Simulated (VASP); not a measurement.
**ZrB2: equation of state with PBEsol**

Crystal: ZrB2.

```
Zr B
1.0
     3.15767    0.00000    0.00000
    -1.57884    2.73462    0.00000
     0.00000    0.00000    3.50459
Zr B
1 2
Direct
  0.00000 0.00000 0.00000
  0.66667 0.33333 0.50000
  0.33333 0.66667 0.50000
```

```json
{
  "Program": "VASP 6.6.1",
  "Task": "equation of state",
  "Functional": "PBEsol",
  "Potentials or basis": "VASP PAW PBE potentials, release 64 (Zr_sv, B)",
  "Cutoff": "520 eV",
  "k mesh": "8 × 8 × 8",
  "Occupations": "fermi-dirac, width 0.05 eV",
  "Spin": "no spin polarisation",
  "Ladder": "gaps",
  "Further INCAR settings": "ALGO = Fast; EDIFF = 1e-06"
}
```

* Equilibrium volume: 10.09 Å³/atom
* Bulk modulus at fixed shape and positions: 250 GPa
* Pressure derivative of the bulk modulus: 3.9 (rough: it moves with the points fitted)

Energy against volume, from the lowest point:
```
volume (Å³/atom)  energy (meV/atom)
           9.684              13.81
           9.886               3.41
          10.087               0.00
          10.289               2.91
          10.491              11.55
```

All runs of the series together: 2.5 min on 1 thread of Intel(R) Xeon(R) Platinum 8488C (Sapphire Rapids), with other jobs on the host.

Caveat: the cell was scaled at fixed shape and fractional positions, which overstates the stiffness of a crystal with free parameters, most of all of layers and chains; the PAW data sets were made with another functional, which shifts forces and pressure a little.
